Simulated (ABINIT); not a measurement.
# Ta (Im-3m) in ABINIT: reference runs

Aim: a first look at Ta with PBEsol, on the cell as given and on a disturbed one.

All numbers are computed with ABINIT 10.8.3 (patched build); they aren't measurements. Logs are shortened: lines on timing, memory, paths and dates and some standing lists are left out, and cuts for length are marked. The log counts tension as positive stress, the text compression.

**What was measured.**

From “Pressure effects on the electronic structure and superconductivity of (TaNb)0.67(HfZrTi)0.33 high entropy alloy”, 2019, arxiv:1910.08312, for a bulk crystal of Ta: bulk modulus 194 GPa.

The runs below are set against these values where they give the same quantity.

### Step 1. The structure

Symmetry: Im-3m, No. 229, cubic system. The conventional cell has a = 3.303 Å, b = 3.303 Å, c = 3.303 Å, α = 90.00°, β = 90.00°, γ = 90.00°. Around Ta (site symmetry m-3m) lie 8 Ta at 2.86 Å.

### Step 2. Single point, PBEsol

The input, run.abi:

```
# Pseudopotentials
pp_dirpath "./"
pseudos "Ta.upf"

# Structure
acell 5.4048073095 5.4048073095 5.4048073095
rprim
    -0.5773502692     0.5773502692     0.5773502692
     0.5773502692    -0.5773502692     0.5773502692
     0.5773502692     0.5773502692    -0.5773502692
ntypat 1
znucl 73
natom 1
typat 1
xred
     0.0000000000     0.0000000000     0.0000000000

# Plane-wave basis
ecut 29.0

# k points
kptopt 1
ngkpt 11 11 11
nshiftk 1
shiftk 0.0 0.0 0.0

# Exchange and correlation
ixc -116133

# Bands and occupations
nband 11
occopt 3
tsmear 0.00183747

# SCF cycle
nstep 100
tolvrs 1.0e-10

# Output
iomode 3
prtwf 0
prtden 0
prteig 0
prtebands 0
enunit 2
```

Potentials or basis: PseudoDojo NC SR PBEsol v0.4.1 standard.

Run with:

```bash
$ abinit run.abi > log 2>&1
```

run.abo:

```text
.Version 10.8.3 of ABINIT
 Symmetries : space group Im -3 m (#229); Bravais cI (body-center cubic)
================================================================================
 Values of the parameters that define the memory need of the present run
     intxc =       0    ionmov =       0      iscf =       7    lmnmax =       8
     lnmax =       8     mgfft =      30  mpssoang =       4    mqgrid =    3001
     natom =       1  nloc_mem =       1    nspden =       1   nspinor =       1
    nsppol =       1      nsym =      48    n1xccc =    2501    ntypat =       1
    occopt =       3   xclevel =       2
       mpw =         933          nfft =       27000          nkpt =          56
================================================================================
================================================================================

--------------------------------------------------------------------------------
------------- Echo of variables that govern the present computation ------------
--------------------------------------------------------------------------------
 -outvars: echo values of preprocessed input variables --------
            acell      5.4048073095E+00  5.4048073095E+00  5.4048073095E+00 Bohr
              amu      1.80947900E+02
             ecut      2.90000000E+01 Hartree
           enunit           2
                       outvar_i_n : Printing only first  50 k-points.
              ixc     -116133
                       outvar_i_n : Printing only first  50 k-points.
         kptrlatt       11    0    0      0   11    0      0    0   11
          kptrlen      5.94528804E+01
            natom           1
            nband          11
            ngfft          30      30      30
             nkpt          56
            nstep         100
             nsym          48
           ntypat           1
                       prtocc : prtvol=0, do not print more k-points.
           occopt           3
           prtden           0
        prtebands           0
           prteig           0
            prtwf           0
            rprim     -5.7735026920E-01  5.7735026920E-01  5.7735026920E-01
                       5.7735026920E-01 -5.7735026920E-01  5.7735026920E-01
                       5.7735026920E-01  5.7735026920E-01 -5.7735026920E-01
          spgroup         229
           tolvrs      1.00000000E-10
           tsmear      1.83747000E-03 Hartree
            typat      1
                       outvars : Printing only first  50 k-points.
            znucl       73.00000

================================================================================

 chkinp: Checking input parameters for consistency.

================================================================================
== DATASET  1 ==================================================================

--- !DatasetInfo
iteration_state: {dtset: 1, }
dimensions: {natom: 1, nkpt: 56, mband: 11, nsppol: 1, nspinor: 1, nspden: 1, mpw: 933, }
cutoff_energies: {ecut:  29.0, pawecutdg:  -1.0, }
electrons: {nelect:   1.30000000E+01, charge:   0.00000000E+00, occopt:   3.00000000E+00, tsmear:   1.83747000E-03, }
meta: {optdriver: 0, ionmov: 0, optcell: 0, iscf: 7, paral_kgb: 0, }
...

 Real(R)+Recip(G) space primitive vectors, cartesian coordinates (Bohr,Bohr^-1):
 R(1)= -3.1204670  3.1204670  3.1204670  G(1)=  0.0000000  0.1602324  0.1602324
 R(2)=  3.1204670 -3.1204670  3.1204670  G(2)=  0.1602324  0.0000000  0.1602324
 R(3)=  3.1204670  3.1204670 -3.1204670  G(3)=  0.1602324  0.1602324  0.0000000
 Unit cell volume ucvol=  1.2153987E+02 bohr^3
 Angles (23,13,12)=  1.09471221E+02  1.09471221E+02  1.09471221E+02 degrees

 getcut: wavevector=  0.0000  0.0000  0.0000  ngfft=  30  30  30
         ecut(hartree)=     29.000   => boxcut(ratio)=   2.28969

 getcut : COMMENT -
  Note that boxcut > 2.2 ; recall that boxcut=Gcut(box)/Gcut(sphere) = 2
  is sufficient for exact treatment of convolution.
  Such a large boxcut is a waste : you could raise ecut
  e.g. ecut=   38.009472 Hartrees makes boxcut=2

--- Pseudopotential description ------------------------------------------------
- pspini: atom type   1  psp file is ./Ta.upf
12 -116133 3 -1 1432                          pspcod,pspxc,lmax,lloc,mmax
     nproj     2     2     2     2

   2.82201481E+02                                ecore*ucvol(ha*bohr**3)
--------------------------------------------------------------------------------

================================================================================

--- !BeginCycle
iteration_state: {dtset: 1, }
solver: {iscf: 7, nstep: 100, nline: 4, wfoptalg: 0, }
tolerances: {tolvrs: 1.00E-10, }
...

     iter   Etot(hartree)      deltaE(h)  residm     vres2
 ETOT  1  -65.063440908029    -6.506E+01 1.100E-01 1.941E+01
 ETOT  2  -65.081543207119    -1.810E-02 1.209E-02 1.216E+00
 ETOT  3  -65.081786262642    -2.431E-04 2.635E-03 3.663E-04
 ETOT  4  -65.081786399880    -1.372E-07 7.609E-04 5.297E-06
 ETOT  5  -65.081786400832    -9.521E-10 3.102E-04 1.373E-08
 ETOT  6  -65.081786400834    -1.847E-12 9.644E-05 3.896E-11

 At SCF step    6       vres2   =  3.90E-11 < tolvrs=  1.00E-10 =>converged.

 Cartesian components of stress tensor (hartree/bohr^3)
  sigma(1 1)=  1.43875617E-04  sigma(3 2)=  0.00000000E+00
  sigma(2 2)=  1.43875617E-04  sigma(3 1)=  0.00000000E+00
  sigma(3 3)=  1.43875617E-04  sigma(2 1)=  0.00000000E+00

--- !ResultsGS
iteration_state: {dtset: 1, }
comment   : Summary of ground state results
lattice_vectors:
- [ -3.1204670,   3.1204670,   3.1204670, ]
- [  3.1204670,  -3.1204670,   3.1204670, ]
- [  3.1204670,   3.1204670,  -3.1204670, ]
lattice_lengths: [   5.40481,    5.40481,    5.40481, ]
lattice_angles: [109.471, 109.471, 109.471, ] # degrees, (23, 13, 12)
lattice_volume:   1.2153987E+02
convergence: {deltae: -1.847E-12, res2:  3.896E-11, residm:  9.644E-05, diffor: null, }
etotal    :  -6.50817864E+01
entropy   :   0.00000000E+00
fermie    :   4.93140959E-01
cartesian_stress_tensor: # hartree/bohr^3
- [  1.43875617E-04,   0.00000000E+00,   0.00000000E+00, ]
- [  0.00000000E+00,   1.43875617E-04,   0.00000000E+00, ]
- [  0.00000000E+00,   0.00000000E+00,   1.43875617E-04, ]
pressure_GPa:  -4.2330E+00
xred      :
- [  0.0000E+00,   0.0000E+00,   0.0000E+00, Ta]
cartesian_forces: # hartree/bohr
- [ -0.00000000E+00,  -0.00000000E+00,  -0.00000000E+00, ]
force_length_stats: {min:   0.00000000E+00, max:   0.00000000E+00, mean:   0.00000000E+00, }
...

 Integrated electronic density in atomic spheres:
 ------------------------------------------------
 Atom  Sphere_radius  Integrated_density
    1        2.00000          9.24876272
================================================================================

 ----iterations are completed or convergence reached----

 Mean square residual over all n,k,spin=   50.461E-08; max=  96.439E-06
 reduced coordinates (array xred) for    1 atoms
       0.000000000000      0.000000000000      0.000000000000
 rms dE/dt=  0.0000E+00; max dE/dt=  0.0000E+00; dE/dt below (all hartree)
    1       0.000000000000      0.000000000000      0.000000000000

 cartesian coordinates (angstrom) at end:
    1      0.00000000000000     0.00000000000000     0.00000000000000

 cartesian forces (hartree/bohr) at end:
    1     -0.00000000000000    -0.00000000000000    -0.00000000000000
 frms,max,avg= 0.0000000E+00 0.0000000E+00   0.000E+00  0.000E+00  0.000E+00 h/b

 cartesian forces (eV/Angstrom) at end:
    1     -0.00000000000000    -0.00000000000000    -0.00000000000000
 frms,max,avg= 0.0000000E+00 0.0000000E+00   0.000E+00  0.000E+00  0.000E+00 e/A
 length scales=  5.404807309500  5.404807309500  5.404807309500 bohr
              =  2.860100855569  2.860100855569  2.860100855569 angstroms
 Fermi (or HOMO) energy (hartree) =   0.49314   Average Vxc (hartree)=  -0.48663
 Eigenvalues (hartree) for nkpt=  56  k points:
 kpt#   1, nband= 11, wtk=  0.00075, kpt=  0.0000  0.0000  0.0000 (reduced coord)
  -1.97280   -0.71994   -0.71994   -0.71994    0.20232    0.51989    0.51989    0.51989
   0.64014    0.64014    1.03040
      occupation numbers for kpt#   1
   2.00000    2.00000    2.00000    2.00000    2.00000    0.00000    0.00000    0.00000
   0.00000    0.00000    0.00000
 prteigrs : prtvol=0 or 1, do not print more k-points.

 Fermi (or HOMO) energy (eV) =  13.41905   Average Vxc (eV)= -13.24190
 Eigenvalues (   eV  ) for nkpt=  56  k points:
 kpt#   1, nband= 11, wtk=  0.00075, kpt=  0.0000  0.0000  0.0000 (reduced coord)
 -53.68272  -19.59065  -19.59065  -19.59065    5.50543   14.14704   14.14704   14.14704
  17.41913   17.41913   28.03858
 prteigrs : prtvol=0 or 1, do not print more k-points.

--- !EnergyTerms
iteration_state     : {dtset: 1, }
comment             : Components of total free energy in Hartree
kinetic             :  1.71505185976905E+01
hartree             :  7.32484269051417E+00
xc                  : -1.47027230032952E+01
Ewald energy        : -4.92739117104948E+01
psp_core            :  2.32188407540868E+00
local_psp           : -3.24475618291711E+01
non_local_psp       :  4.54545907622364E+00
internal            : -6.50814921031242E+01
'-kT*entropy'       : -2.94297710155928E-04
total_energy        : -6.50817864008343E+01
total_energy_eV     : -1.77096562733154E+03
band_energy         : -6.29080427803080E+00
...

 Cartesian components of stress tensor (hartree/bohr^3)
  sigma(1 1)=  1.43875617E-04  sigma(3 2)=  0.00000000E+00
  sigma(2 2)=  1.43875617E-04  sigma(3 1)=  0.00000000E+00
  sigma(3 3)=  1.43875617E-04  sigma(2 1)=  0.00000000E+00

-Cartesian components of stress tensor (GPa)         [Pressure= -4.2330E+00 GPa]
- sigma(1 1)=  4.23296681E+00  sigma(3 2)=  0.00000000E+00
- sigma(2 2)=  4.23296681E+00  sigma(3 1)=  0.00000000E+00
- sigma(3 3)=  4.23296681E+00  sigma(2 1)=  0.00000000E+00

== END DATASET(S) ==============================================================
================================================================================

 -outvars: echo values of variables after computation  --------
            acell      5.4048073095E+00  5.4048073095E+00  5.4048073095E+00 Bohr
           etotal     -6.5081786401E+01
            fcart     -0.0000000000E+00 -0.0000000000E+00 -0.0000000000E+00
            rprim     -5.7735026920E-01  5.7735026920E-01  5.7735026920E-01
                       5.7735026920E-01 -5.7735026920E-01  5.7735026920E-01
                       5.7735026920E-01  5.7735026920E-01 -5.7735026920E-01
           strten      1.4387561738E-04  1.4387561738E-04  1.4387561738E-04
                       0.0000000000E+00  0.0000000000E+00  0.0000000000E+00
 Calculation completed.
```

Run time: 12 s. Hardware: 1 thread of Arm Neoverse V2, shared host; peak memory 0.07 GiB.

Results:

- Free energy: -1770.9656 eV
- Pressure: -4.2 GPa
- Band gap on the k mesh: none (metal or under the smearing width)
- Valence electrons inside the program's atomic spheres: Ta 9.25 (radii [1.0584] Å)

### Step 3. Equation of state, PBEsol

run.abi: that of step 2 with these lines changed.

```diff
@@ -1 +1,12 @@
+# Datasets: one volume each
+ndtset 7
+getwfk -1
+scalecart1 3*0.9795861087
+scalecart2 3*0.9864848297
+scalecart3 3*0.9932883884
+scalecart4 3*1.0000000000
+scalecart5 3*1.0066227096
+scalecart6 3*1.0131594038
+scalecart7 3*1.0196128224
+
 # Pseudopotentials
@@ -5,3 +16,3 @@
 # Structure
-acell 5.4048073095 5.4048073095 5.4048073095
+acell 2.8601008575 2.8601008575 2.8601008575 Angstrom
 rprim
@@ -40,3 +51,3 @@
 iomode 3
-prtwf 0
+prtwf 1
 prtden 0
```

Potentials or basis: PseudoDojo NC SR PBEsol v0.4.1 standard.

Run with:

```bash
$ abinit run.abi > log 2>&1
```

run.abo:

```text
.Version 10.8.3 of ABINIT
 DATASET    1 : space group Im -3 m (#229); Bravais cI (body-center cubic)
================================================================================
 Values of the parameters that define the memory need for DATASET  1.
     intxc =       0    ionmov =       0      iscf =       7    lmnmax =       8
     lnmax =       8     mgfft =      27  mpssoang =       4    mqgrid =    3001
     natom =       1  nloc_mem =       1    nspden =       1   nspinor =       1
    nsppol =       1      nsym =      48    n1xccc =    2501    ntypat =       1
    occopt =       3   xclevel =       2
       mpw =         875          nfft =       19683          nkpt =          56
================================================================================
================================================================================
[... 61 lines left out ...]
 DATASET    7 : space group Im -3 m (#229); Bravais cI (body-center cubic)
================================================================================
 Values of the parameters that define the memory need for DATASET  7.
     intxc =       0    ionmov =       0      iscf =       7    lmnmax =       8
     lnmax =       8     mgfft =      30  mpssoang =       4    mqgrid =    3001
     natom =       1  nloc_mem =       1    nspden =       1   nspinor =       1
    nsppol =       1      nsym =      48    n1xccc =    2501    ntypat =       1
    occopt =       3   xclevel =       2
       mpw =         970          nfft =       27000          nkpt =          56
================================================================================
================================================================================

--------------------------------------------------------------------------------
------------- Echo of variables that govern the present computation ------------
--------------------------------------------------------------------------------
 -outvars: echo values of preprocessed input variables --------
            acell      5.4048073131E+00  5.4048073131E+00  5.4048073131E+00 Bohr
              amu      1.80947900E+02
             ecut      2.90000000E+01 Hartree
           enunit           2
           getwfk          -1
                       outvar_i_n : Printing only first  50 k-points.
[... 94 lines left out ...]

--- Pseudopotential description ------------------------------------------------
- pspini: atom type   1  psp file is ./Ta.upf
12 -116133 3 -1 1432                          pspcod,pspxc,lmax,lloc,mmax
     nproj     2     2     2     2

   2.82201481E+02                                ecore*ucvol(ha*bohr**3)
--------------------------------------------------------------------------------

================================================================================

--- !BeginCycle
iteration_state: {dtset: 1, }
solver: {iscf: 7, nstep: 100, nline: 4, wfoptalg: 0, }
tolerances: {tolvrs: 1.00E-10, }
...
[... 1005 lines left out ...]
-Cartesian components of stress tensor (GPa)         [Pressure= -1.4110E+01 GPa]
- sigma(1 1)=  1.41099257E+01  sigma(3 2)=  0.00000000E+00
- sigma(2 2)=  1.41099257E+01  sigma(3 1)=  0.00000000E+00
- sigma(3 3)=  1.41099257E+01  sigma(2 1)=  0.00000000E+00

== END DATASET(S) ==============================================================
================================================================================

 -outvars: echo values of variables after computation  --------
            acell      5.4048073131E+00  5.4048073131E+00  5.4048073131E+00 Bohr
           etotal1    -6.5081225760E+01
           etotal2    -6.5081797220E+01
           etotal3    -6.5081969968E+01
           etotal4    -6.5081786401E+01
           etotal5    -6.5081284721E+01
           etotal6    -6.5080497506E+01
           etotal7    -6.5079453131E+01
            fcart1    -0.0000000000E+00 -0.0000000000E+00 -0.0000000000E+00
            fcart2    -0.0000000000E+00 -0.0000000000E+00 -0.0000000000E+00
            fcart3    -0.0000000000E+00 -0.0000000000E+00 -0.0000000000E+00
            fcart4    -0.0000000000E+00 -0.0000000000E+00 -0.0000000000E+00
            fcart5    -0.0000000000E+00 -0.0000000000E+00 -0.0000000000E+00
            fcart6    -0.0000000000E+00 -0.0000000000E+00 -0.0000000000E+00
            fcart7    -0.0000000000E+00 -0.0000000000E+00 -0.0000000000E+00
            rprim1    -5.6556430356E-01  5.6556430356E-01  5.6556430356E-01
                       5.6556430356E-01 -5.6556430356E-01  5.6556430356E-01
                       5.6556430356E-01  5.6556430356E-01 -5.6556430356E-01
[... 17 lines left out ...]
                       5.8867373749E-01  5.8867373749E-01 -5.8867373749E-01
           strten1    -3.2278387816E-04 -3.2278387816E-04 -3.2278387816E-04
                       0.0000000000E+00  0.0000000000E+00  0.0000000000E+00
           strten2    -1.4952095012E-04 -1.4952095012E-04 -1.4952095012E-04
                       0.0000000000E+00  0.0000000000E+00  0.0000000000E+00
           strten3     5.4835513632E-06  5.4835513632E-06  5.4835513632E-06
                       0.0000000000E+00  0.0000000000E+00  0.0000000000E+00
           strten4     1.4387953468E-04  1.4387953468E-04  1.4387953468E-04
                       0.0000000000E+00  0.0000000000E+00  0.0000000000E+00
           strten5     2.6769409051E-04  2.6769409051E-04  2.6769409051E-04
                       0.0000000000E+00  0.0000000000E+00  0.0000000000E+00
           strten6     3.7901179987E-04  3.7901179987E-04  3.7901179987E-04
                       0.0000000000E+00  0.0000000000E+00  0.0000000000E+00
           strten7     4.7958662628E-04  4.7958662628E-04  4.7958662628E-04
                       0.0000000000E+00  0.0000000000E+00  0.0000000000E+00
 Calculation completed.
```

It took 72 s on 1 thread of Arm Neoverse V2, shared host; peak memory 0.1 GiB.

Results:

- Equilibrium volume: 17.64 Å³/atom
- Bulk modulus: 212 GPa
- Pressure derivative of the bulk modulus: 4.4

Energy against volume, from the lowest point:
```
volume (Å³/atom)  energy (meV/atom)
          16.930              20.25
          17.290               4.70
          17.650               0.00
          18.010               5.00
          18.371              18.65
          18.731              40.07
          19.091              68.49
```

Caveat: pressures at fixed basis lie under the slope of the energies.

### Step 4. Single point, PBEsol (cell strained at random at fixed volume)

The input, run.abi:

```
pp_dirpath "./"
pseudos "Ta.upf"

acell 2.8317947807 2.8882637099 2.8008400174 Angstrom
rprim
    -0.5723345530     0.5843107033     0.5753383017
     0.5878275568    -0.5630268436     0.5809126758
     0.5792676447     0.5812084910    -0.5715292520
ntypat 1
znucl 73
natom 1
typat 1
xred
     0.0019110000    -0.0235750000    -0.0041030000
chkprim 0
chksymtnons 0
tolsym 1.0e-6

ecut 29.0

kptopt 1
ngkpt 11 11 11
nshiftk 1
shiftk 0.0 0.0 0.0

ixc -116133

nband 11
occopt 3
tsmear 0.05 eV

nstep 100
tolvrs 1.0e-10

iomode 3
prtwf 0
prteig 0
prtebands 0
enunit 1
prtden 1
prtvha 1
prtvclmb 1
prtpot 1
prtelf 1
```

Run with:

```bash
$ abinit run.abi > log 2>&1
```

Wall time 2.1 min (1 thread of Arm Neoverse V2, shared host); peak memory 0.16 GiB.

The run converged. Its results:

- Free energy: -1770.9526 eV
- Pressure: -3.8 GPa
- Band gap on the k mesh: none (metal or under the smearing width)
- Valence electrons inside the program's atomic spheres: Ta 9.27 (radii [1.0584] Å)

Stress tensor (GPa, compression positive):
```
-4.40 -0.24 -4.10
-0.24 -3.16 -1.44
-4.10 -1.44 -3.95
```

Levels at points of the mesh, in eV from the Fermi level:
| k point | band 5 | band 6 | band 7 | band 8 | band 9 | band 10 |
| --- | --- | --- | --- | --- | --- | --- |
| (0.00, 0.00, 0.00) | -7.90 | 0.36 | 0.60 | 1.17 | 4.00 | 4.12 |

The run has no spin-orbit coupling, so splittings on Ta are missing.

### Step 5. The runs side by side

```csv
task,cell,gap on the mesh (eV),pressure (GPa)
single point,as given,none,-4.2
equation of state,as given,-,-
single point,cell strained at random at fixed volume,none,-3.8
```

Alike in all rows: level PBEsol; potentials or basis PseudoDojo NC SR PBEsol v0.4.1 standard; no spin polarisation; k mesh 11 × 11 × 11; cutoff (eV) 789; smearing fermi-dirac 0.05 eV.

Caveats: pressures at fixed basis lie under the slope of the energies (some runs).

Absolute energies hang on the potentials; compare differences alone.

### Step 6. Against experiment

Step 3. Measured bulk modulus of Ta: 194 GPa (quoted in “Pressure effects on the electronic structure and superconductivity of (TaNb)0.67(HfZrTi)0.33 high entropy alloy”, 2019, arxiv:1910.08312). This calculation gives 212 GPa (+9.1 %). The fit is for a static lattice scaled at fixed shape and fixed fractional positions.
